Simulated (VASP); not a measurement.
Write the native input for VASP 6.6.1 that does the following.

| Quantity | Value |
| --- | --- |
| Task | band structure |
| Functional | PBE |
| Potentials or basis | VASP PAW PBE potentials, release 64 (Cs_sv, Pb_d, Cl) |
| Cutoff | 520 eV |
| k mesh | 4 × 4 × 4 |
| Occupations | gaussian, width 0.03 eV |
| Spin | spin-orbit coupling, no magnetisation |
| Further INCAR settings | ALGO = Normal; EDIFF = 1e-06; NBANDS = 59 |

The structure of CsPbCl3 lies in POSCAR:

```
CsPbCl3                                 
1.0
    5.6185701126      0.0000000000      0.0000000000
    0.0000000000      5.6185701126     -0.0000000000
    0.0000000000      0.0000000000      5.6185701126
  Cs              Pb              Cl            
     1     1     3
Direct
     0.0000000000000000    0.0000000000000000    0.0000000000000000
     0.5000000000000000    0.5000000000000000    0.5000000000000000
     0.5000000000000000    0.5000000000000000    0.0000000000000000
     0.0000000000000000    0.5000000000000000    0.5000000000000000
     0.5000000000000000    0.0000000000000000    0.5000000000000000
```

The input as run:

INCAR

```
PREC = Accurate
ENCUT = 520
EDIFF = 1E-6
ISMEAR = 0
SIGMA = 0.03
LREAL = F
LASPH = T
NELM = 80
ALGO = Normal
ISIF = 2
LWAVE = F
LCHARG = F
MAGMOM = 0 0 0 0 0 0 0 0 0 0 0 0 0 0 0
LORBIT = 11
LSORBIT = T
GGA_COMPAT = F
GGA = PE
NBANDS = 59
KPAR = 2
```

KPOINTS

```
regular mesh
0
Gamma
  4 4 4
```

KPOINTS_OPT

```
explicit points
188
Reciprocal
 0.0000000000  0.0000000000  0.0000000000 1
 0.0000000000  0.0263157895  0.0000000000 1
 0.0000000000  0.0526315789  0.0000000000 1
 0.0000000000  0.0789473684  0.0000000000 1
 0.0000000000  0.1052631579  0.0000000000 1
 0.0000000000  0.1315789474  0.0000000000 1
[... 180 lines left out ...]
 0.0220774400  0.4779225600  0.0000000000 1
-0.0220774400  0.5220774400  0.0000000000 1
```

Potentials or basis: VASP PAW PBE potentials, release 64 (Cs_sv, Pb_d, Cl).

Command:

```sh
$ cat potpaw_PBE.64/Cs_sv/POTCAR potpaw_PBE.64/Pb_d/POTCAR potpaw_PBE.64/Cl/POTCAR > POTCAR
$ mpirun -np 2 vasp_ncl > vasp.out
```

It gave:

```
Pressure                                              : 1.5 GPa
Valence electrons inside the program's atomic spheres : Cs 6.55; Pb 11.83; Cl 5.13
```

Run time: 20 min on 2 MPI ranks on Intel(R) Xeon(R) Platinum 8559C (Emerald Rapids) (shared host), peak memory 0.65 GiB a rank.
